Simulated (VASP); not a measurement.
# Settings for MoS₂: self-consistent run

MoS₂, P1 (no. 1), 3 atoms in the cell. PBE; PAW potentials Mo_sv, S (PBE set). VASP 6.6.1. The atoms are moved at random off their ideal places.

Wanted: energy within 1 meV/atom; forces within 0.005 eV/Å; pressure within 0.1 GPa.

POSCAR:
```
MoS2
1.0
    1.5800000000      0.9122134253      6.1500000000
   -1.5800000000      0.9122134253      6.1500000000
    0.0000000000     -1.8244268506      6.1500000000
Mo S
1 2
Direct
    0.0064930000     -0.0055950000     -0.0029540000
    0.4229050000      0.4184770000      0.4115440000
    0.2494110000      0.2491040000      0.2525190000
```

## FFT grids and symmetry tolerance typed by hand

| FFT grids and symmetry tolerance typed by hand | Energy less reference (meV/atom) | Forces, largest deviation (eV/Å) | Pressure (GPa) | SCF iterations | Time (s) |
|---|---|---|---|---|---|
| default | 0.0 | 0.0000 | 5.01 | 15 | 229 |
| NGX, NGY, NGZ = 64, 64, 64 | 0.0 | 0.0001 | 5.01 | 15 | 643 |
| NGX, NGY, NGZ = 40, 40, 40 | 0.0 | 0.0003 | 5.01 | 15 | 138 |
| NGX, NGY, NGZ = 32, 32, 32 | 0.0 | 0.0007 | 5.01 | 15 | 67 |
| NGX, NGY, NGZ = 28, 28, 28 | -0.1 | 0.0015 | 5.02 | 15 | 68 |
| NGXF, NGYF, NGZF = 72, 72, 72 | 0.0 | 0.0002 | 5.01 | 15 | 245 |
| NGXF, NGYF, NGZF = 144, 144, 144 | 0.0 | 0.0002 | 5.01 | 15 | 289 |
| SYMPREC = 0.001 | 0.0 | 0.0000 | 5.01 | 15 | 272 |
| SYMPREC = 1e-08 | 0.0 | 0.0000 | 5.01 | 15 | 264 |
| EWALD_CUTOFF = 2.0 | -2850.1 | 1.8840 | -69.20 | 15 | 225 |
| EWALD_CUTOFF = 8.0 | 0.0 | 0.0000 | 5.01 | 15 | 238 |

## Question

For each series: keep the first row unless others stay within half of the tolerance and take at least 30 % less time, and then take the fastest.

## Answer

- FFT grids and symmetry tolerance typed by hand: NGX, NGY, NGZ = 32, 32, 32

## The input

INCAR:
```
SYSTEM = MoS2
  PREC = Accurate
  ENCUT = 520
  EDIFF = 1E-7
  ISMEAR = 0
  SIGMA = 0.02
  LREAL = .FALSE.
  LASPH = .TRUE.
  ALGO = Normal
  NELM = 100
  ISIF = 2
  LWAVE = .FALSE.
  LCHARG = .FALSE.
  NGX = 32
  NGY = 32
  NGZ = 32
```

KPOINTS:
```
k-points
0
Gamma
  8 8 8
```

Commands:
```
cat potpaw_PBE.64/Mo_sv/POTCAR potpaw_PBE.64/S/POTCAR > POTCAR
mpirun -np 1 vasp_std > vasp.out
```

The chosen input took VASP 6.6.1 67 s on 1 core (Intel Xeon 6975P-C (Granite Rapids)), a shared host.

## An input that fails: an FFT grid typed too coarse

It runs to its end, but against the unchanged starting input it is off by 376.9 meV/atom in the energy, 0.7426 eV/Å in the forces, 10.59 GPa in the pressure.

Changes against the starting input:
```
+ NGX = 18
+ NGY = 18
+ NGZ = 18
```
